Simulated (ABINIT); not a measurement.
Crystal: CsSnI3.

```
Cs I Sn
1.0
     6.20570    0.00000    0.00000
     0.00000    6.20570    0.00000
     0.00000    0.00000    6.20570
Cs I Sn
1 3 1
Direct
  0.00000 0.00000 0.00000
  0.50000 0.50000 0.00000
  0.50000 0.00000 0.50000
  0.00000 0.50000 0.50000
  0.50000 0.50000 0.50000
```

Base run:

* Program: ABINIT 10.8.3 (patched build)
* Functional: HCTH407
* Potentials or basis: JTH PAW PBE v2.0
* Cutoff: 544 eV
* k mesh: 5 × 5 × 5
* Occupations: fermi-dirac, width 0.05 eV
* Spin: no spin polarisation

Its results: band gap on the k mesh 1.85 eV, direct.

**Question.** The run is repeated on the same cell with these changes: functional from HCTH407 to PBE; k mesh from 5 × 5 × 5 to 6 × 6 × 6. What comes out?

**Answer.** Band gap on the k mesh 0.29 eV, direct.

Several settings changed at once, so the effect can't be laid on one alone.

Caveats: spin-orbit coupling is left out, which moves the levels of the heavy elements; the cell was measured hot, at 500 K; an odd mesh through Γ misses points on the zone boundary, where band edges often lie (some runs).
